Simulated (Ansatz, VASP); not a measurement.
Two plane-wave programs on N

```xyz
1
Lattice="0.0000 1.5538 1.5538 1.5538 0.0000 1.5538 1.5538 1.5538 0.0000" Properties=species:S:1:pos:R:3 pbc="T T T"
N     0.0000    0.0000    0.0000
```

The real solid is made of molecules; this cell is a model form.

Alike in both runs: task single point; functional PBE; dispersion D3(BJ); k mesh 10 × 10 × 10; occupations gaussian, width 0.1 eV; no spin polarisation.

```csv
,VASP,Ansatz
version,VASP 6.6.1,Ansatz 0.2.0
potentials or method,"VASP PAW PBE potentials, release 64 (N)","scalar-relativistic, plane waves, PAW"
plane-wave cutoff (eV),520,420
valence electrons in the cell,5,5
```

```csv
,VASP,Ansatz,Ansatz less VASP
gap on the k mesh at the Fermi level (eV),none,none,-
pressure (GPa),-0.8,-0.7,+0.18
```

A gap of «none» marks a metal or a gap that the smearing closes. The functional is the same, so the differences come from potentials, cutoffs and numerics.

Caveats: pairwise dispersion overbinds metals, which lowers pressure and volume.
